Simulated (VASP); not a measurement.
# Cl2 in VASP: relaxation of the atoms with r2SCAN

Aim: the relaxation of the atoms of Cl2 with r2SCAN.

All numbers are computed with VASP 6.6.1; they aren't measurements. Logs are shortened: lines on timing, memory, paths and dates and some standing lists are left out, and cuts for length are marked.

## 1. The molecule as given

The cell holds a molecule in a box, 2 atoms: a = 10.000 Å, b = 10.500 Å, c = 11.000 Å, α = 90.00°, β = 90.00°, γ = 90.00°.

## 2. Relaxation of the atoms, r2SCAN

File INCAR:

```
SYSTEM = Cl
PREC = Accurate
ENCUT = 520
EDIFF = 1E-7
ISMEAR = 0
SIGMA = 0.02
LREAL = .FALSE.
LASPH = .TRUE.
NELM = 80
ALGO = Normal
ISIF = 2
LWAVE = .FALSE.
LCHARG = .FALSE.
METAGGA = R2SCAN
LMIXTAU = .TRUE.
IBRION = 2
NSW = 90
EDIFFG = -0.005
ISYM = 0
```

File KPOINTS:

```
regular mesh
0
G
  1 1 1
  0 0 0
```

File POSCAR:

```
Cl
1.0
   10.0000000000      0.0000000000      0.0000000000
    0.0000000000     10.5000000000      0.0000000000
    0.0000000000      0.0000000000     11.0000000000
Cl
2
Direct
    0.5000000000      0.5000000000      0.4095454500
    0.5000000000      0.5000000000      0.5904545500
```

Potentials or basis: VASP PAW PBE potentials, release 64 (Cl).

Run with:

```bash
$ cat potpaw_PBE.64/Cl/POTCAR > POTCAR
$ mpirun -np 1 vasp_std > vasp.out
```

OUTCAR:

```text
SYSTEM = Cl
   PREC = Accurate
   ENCUT = 520
   EDIFF = 1E-7
   ISMEAR = 0
   LREAL = .FALSE.
   LASPH = .TRUE.
   NELM = 80
   ISIF = 2
   METAGGA = R2SCAN
   IBRION = 2
   NSW = 90
   EDIFFG = -0.005
   ISYM = 0

 ion  position               nearest neighbor table
   1  0.500  0.500  0.410-   2 1.99
   2  0.500  0.500  0.590-   1 1.99

IMPORTANT INFORMATION: All symmetrisations will be switched off!
NOSYMM: (Re-)initialisation of all symmetry stuff for point group C_1.

----------------------------------------------------------------------------------------

                                     Primitive cell

  volume of cell :    1155.0000

  direct lattice vectors                    reciprocal lattice vectors
    10.000000000  0.000000000  0.000000000     0.100000000  0.000000000  0.000000000
     0.000000000 10.500000000  0.000000000     0.000000000  0.095238095  0.000000000
     0.000000000  0.000000000 11.000000000     0.000000000  0.000000000  0.090909091

  length of vectors
    10.000000000 10.500000000 11.000000000     0.100000000  0.095238095  0.090909091

  position of ions in fractional coordinates (direct lattice)
     0.500000000  0.500000000  0.409545450
     0.500000000  0.500000000  0.590454550

  ion indices of the primitive-cell ions
   primitive index   ion index
                 1           1
                 2           2

----------------------------------------------------------------------------------------

 KPOINTS: regular mesh

Automatic generation of k-mesh.
 Grid dimensions read from file:
 generate k-points for:    1    1    1

 Generating k-lattice:

  Cartesian coordinates                     Fractional coordinates (reciprocal lattice)
     0.100000000  0.000000000  0.000000000     1.000000000  0.000000000  0.000000000
     0.000000000  0.095238095  0.000000000     0.000000000  1.000000000  0.000000000
     0.000000000  0.000000000  0.090909091     0.000000000  0.000000000  1.000000000

  Length of vectors
     0.100000000  0.095238095  0.090909091

  Shift w.r.t. Gamma in fractional coordinates (k-lattice)
     0.000000000  0.000000000  0.000000000

 Subroutine IBZKPT returns following result:
 ===========================================

 Found      1 irreducible k-points:

 Following reciprocal coordinates:
            Coordinates               Weight
  0.000000  0.000000  0.000000      1.000000
   k-points           NKPTS =      1   k-points in BZ     NKDIM =      1   number of bands    NBANDS=     11
   number of dos      NEDOS =    301   number of ions     NIONS =      2
   total plane-waves  NPLWV = 537600
   dimension x,y,z NGX =    80 NGY =   80 NGZ =   84
   dimension x,y,z NGXF=   160 NGYF=  160 NGZF=  168
   ions per type =               2
   NGX,Y,Z   is equivalent  to a cutoff of  13.30, 12.67, 12.70 a.u.
   NGXF,Y,Z  is equivalent  to a cutoff of  26.60, 25.33, 25.39 a.u.
 SYSTEM =  Cl
   PREC   = accura    normal or accurate (medium, high low for compatibility)
   ISTART =      0    job   : 0-new  1-cont  2-samecut
   ICHARG =      2    charge: 1-file 2-atom 10-const
   ISPIN  =      1    spin polarized calculation?
   LNONCOLLINEAR =      F non collinear calculations
   LSORBIT =      F    spin-orbit coupling
   LASPH  =      T    aspherical Exc in radial PAW
   ENCUT  =  520.0 eV  38.22 Ry    6.18 a.u.  18.59 19.52 20.45*2*pi/ulx,y,z
   NELM   =     80;   NELMIN=  2; NELMDL= -5     # of ELM steps
   EDIFF  = 0.1E-06   stopping-criterion for ELM
   LREAL  =      F    real-space projection
   EDIFFG = -.5E-02   stopping-criterion for IOM
   NSW    =     90    number of steps for IOM
   IBRION =      2    ionic relax: 0-MD 1-quasi-New 2-CG
   NFREE  =      1    steps in history (QN), initial steepest desc. (CG)
   ISIF   =      2    stress and relaxation
   ISYM   =      0    0-nonsym 1-usesym 2-fastsym
   POTIM  = 0.5000    time-step for ionic-motion
   TEBEG  =    0.0;   TEEND  =   0.0 temperature during run
   PSTRESS=    0.0 pullay stress
   NELECT =      14.0000    total number of electrons
   NUPDOWN=      -1.0000    fix difference up-down
   EMIN   =  10.00;   EMAX   =-10.00  energy-range for DOS
   EFERMI =   0.00;   METHOD = LEGACY
   ISMEAR =     0;   SIGMA  =   0.02  broadening in eV -4-tet -1-fermi 0-gaus
   EFERMI_NEDOS =   21; number of points for ismear=-14 and -15
   IALGO  =     38    algorithm
   IMIX   =      4    mixing-type and parameters
     AMIX     =   0.40;   BMIX     =  1.00
     AMIX_MAG =   1.60;   BMIX_MAG =  1.00
  volume/ion in A,a.u.               =     577.50      3897.16
  Fermi-wavevector in a.u.,A,eV,Ry     =   0.376060  0.710650  1.924149  0.141421
  Thomas-Fermi vector in A             =   1.307622
   LORBIT       =      0    0 simple, 1 ext, 2 COOP (PROOUT), +10 PAW based schemes
   METAGGA = R2SCAN    functional components
   LHFCALC =     F    Hartree Fock is set to
   AEXX    =    0.0000 exact exchange contribution
   IVDW    =     0    specifies the selected vdW correction
   LEPSILON=     F    determine dielectric tensor
   LRPA    =     F    only Hartree local field effects (RPA)
 conjugate gradient relaxation of ions
 non-spin polarized calculation
 Gauss-broadening in eV      SIGMA  =   0.02
  energy-cutoff  :      520.00
  volume of cell :     1155.00
 maximum number of plane-waves:     31095
 NGX is ok and might be reduce to    80
   NGX = 37   NGY = 39   NGZ = 41

--------------------------------------- Ionic step        1  -------------------------------------------

 number of electron      13.9999997 magnetization

 Free energy of the ion-electron system (eV)
  ---------------------------------------------------
  ext. energy  EPLUGINS =         0.00000000
  ---------------------------------------------------
  free energy    TOTEN  =       -12.09054827 eV

  energy without entropy =      -12.09054827  energy(sigma->0) =      -12.09054827

------------------------ aborting loop because EDIFF is reached ----------------------------------------

  FORCE on cell =-STRESS in cart. coord.  units (eV):
  Direction    XX          YY          ZZ          XY          YZ          ZX
  --------------------------------------------------------------------------------------
  -------------------------------------------------------------------------------------
  Total       -0.0278799     -0.0282188     -0.4157533      0.0000000     -0.0000000      0.0000001
  in kB       -0.0386741     -0.0391442     -0.5767191      0.0000001     -0.0000000      0.0000001
  external PRESSURE =      -0.2181791 kB  Pullay stress =       0.0000000 kB

 VOLUME and BASIS-vectors are now :
 -----------------------------------------------------------------------------
  energy-cutoff  :      520.00
  volume of cell :     1155.00
      direct lattice vectors                 reciprocal lattice vectors
    10.000000000  0.000000000  0.000000000     0.100000000  0.000000000  0.000000000
     0.000000000 10.500000000  0.000000000     0.000000000  0.095238095  0.000000000
     0.000000000  0.000000000 11.000000000     0.000000000  0.000000000  0.090909091

 POSITION                                       TOTAL-FORCE (eV/Angst)
 -----------------------------------------------------------------------------------
      5.00000      5.25000      4.50500        -0.000000      0.000000      0.195562
      5.00000      5.25000      6.49500         0.000000     -0.000000     -0.195562
 -----------------------------------------------------------------------------------
    total drift:                               -0.000000     -0.000000      0.000000

  FREE ENERGIE OF THE ION-ELECTRON SYSTEM (eV)
  ---------------------------------------------------
  free  energy   TOTEN  =       -12.0905482690 eV

  energy  without entropy=      -12.0905482690  energy(sigma->0) =      -12.09054827

--------------------------------------- Ionic step        2  -------------------------------------------

 number of electron      13.9999995 magnetization

------------------------ aborting loop because EDIFF is reached ----------------------------------------

  FORCE on cell =-STRESS in cart. coord.  units (eV):
  Direction    XX          YY          ZZ          XY          YZ          ZX
  --------------------------------------------------------------------------------------
  -------------------------------------------------------------------------------------
  Total       -0.0292704     -0.0296377      0.3333367      0.0000001     -0.0000000     -0.0000001
  in kB       -0.0406030     -0.0411125      0.4623935      0.0000001     -0.0000000     -0.0000001
  external PRESSURE =       0.1268927 kB  Pullay stress =       0.0000000 kB

 VOLUME and BASIS-vectors are now :
 -----------------------------------------------------------------------------
  energy-cutoff  :      520.00
  volume of cell :     1155.00
      direct lattice vectors                 reciprocal lattice vectors
    10.000000000  0.000000000  0.000000000     0.100000000  0.000000000  0.000000000
     0.000000000 10.500000000  0.000000000     0.000000000  0.095238095  0.000000000
     0.000000000  0.000000000 11.000000000     0.000000000  0.000000000  0.090909091

 POSITION                                       TOTAL-FORCE (eV/Angst)
 -----------------------------------------------------------------------------------
      5.00000      5.25000      4.51443         0.000000     -0.000000     -0.183040
      5.00000      5.25000      6.48557        -0.000000      0.000000      0.183040
 -----------------------------------------------------------------------------------
    total drift:                                0.000000      0.000000     -0.000001

  FREE ENERGIE OF THE ION-ELECTRON SYSTEM (eV)
  ---------------------------------------------------
  free  energy   TOTEN  =       -12.0907554656 eV

  energy  without entropy=      -12.0907554656  energy(sigma->0) =      -12.09075547

--------------------------------------- Ionic step        3  -------------------------------------------

 number of electron      13.9999996 magnetization

 Free energy of the ion-electron system (eV)
  ---------------------------------------------------
  ext. energy  EPLUGINS =         0.00000000
  ---------------------------------------------------
  free energy    TOTEN  =       -12.09156150 eV

  energy without entropy =      -12.09156150  energy(sigma->0) =      -12.09156150

 E-fermi :  -7.0828     XC(G=0):  -0.5861

 val. band max:       -7.2583228968   @ k =   0.0000   0.0000   0.0000
 cond. band min:      -3.7034181559   @ k =   0.0000   0.0000   0.0000
 fundamental gap:      3.5549047409
 Fermi energy:        -7.0828460036

 k-point     1 :       0.0000    0.0000    0.0000
  band No.  band energies     occupation
      1     -24.3317      2.00000
      2     -19.7558      2.00000
      3     -12.1214      2.00000
      4     -10.1072      2.00000
      5     -10.1071      2.00000
      6      -7.2584      2.00000
      7      -7.2583      2.00000
      8      -3.7034      0.00000
      9       0.1306      0.00000
     10       1.2520      0.00000
     11       1.4465      0.00000

------------------------ aborting loop because EDIFF is reached ----------------------------------------

  FORCE on cell =-STRESS in cart. coord.  units (eV):
  Direction    XX          YY          ZZ          XY          YZ          ZX
  --------------------------------------------------------------------------------------
  -------------------------------------------------------------------------------------
  Total       -0.0295272     -0.0299281     -0.0220340     -0.0000001      0.0000000     -0.0000000
  in kB       -0.0409591     -0.0415152     -0.0305648     -0.0000001      0.0000000     -0.0000001
  external PRESSURE =      -0.0376797 kB  Pullay stress =       0.0000000 kB

 VOLUME and BASIS-vectors are now :
 -----------------------------------------------------------------------------
  energy-cutoff  :      520.00
  volume of cell :     1155.00
      direct lattice vectors                 reciprocal lattice vectors
    10.000000000  0.000000000  0.000000000     0.100000000  0.000000000  0.000000000
     0.000000000 10.500000000  0.000000000     0.000000000  0.095238095  0.000000000
     0.000000000  0.000000000 11.000000000     0.000000000  0.000000000  0.090909091

 POSITION                                       TOTAL-FORCE (eV/Angst)
 -----------------------------------------------------------------------------------
      5.00000      5.25000      4.51005        -0.000000     -0.000000     -0.002724
      5.00000      5.25000      6.48995         0.000000      0.000000      0.002724
 -----------------------------------------------------------------------------------
    total drift:                                0.000001      0.000000      0.000000

  FREE ENERGIE OF THE ION-ELECTRON SYSTEM (eV)
  ---------------------------------------------------
  free  energy   TOTEN  =       -12.0915615013 eV

  energy  without entropy=      -12.0915615013  energy(sigma->0) =      -12.09156150

 reached required accuracy - stopping structural energy minimisation
```

Run time: 12 min. Hardware: 1 thread of Intel Xeon Platinum 8259CL at 2.50GHz (Skylake/Cascade Lake), shared host; peak memory 1.2 GiB.

Results:

```
Free energy                     : -12.0916 eV
Energy gained by relaxing       : 0.5 meV/atom
Ionic steps                     : 3
Gap between the frontier levels : 3.55 eV
```

Forces in eV/Å, atoms in the order of the input:
```
Cl   0.000  0.000 -0.003
Cl   0.000  0.000  0.003
```

Step by step:
| step | energy change (eV) | largest force (eV/Å) | pressure (GPa) |
| --- | --- | --- | --- |
| 1 | 0.0000 | 0.1956 | -0.02 |
| 2 | -0.0002 | 0.1830 | 0.01 |
| 3 | -0.0010 | 0.0027 | 0.00 |

Final structure:
```yaml
crystal:
  lattice:
    - [10.00000, 0.00000, 0.00000]
    - [0.00000, 10.50000, 0.00000]
    - [0.00000, 0.00000, 11.00000]
  atoms:
    - { symbol: Cl, position: [0.50000, 0.50000, 0.41000] }
    - { symbol: Cl, position: [0.50000, 0.50000, 0.59000] }
```

Caveat: the PAW data sets were made with another functional, which shifts forces and pressure a little. r2SCAN opens gaps a little over a GGA but as a rule still falls short of measured ones.
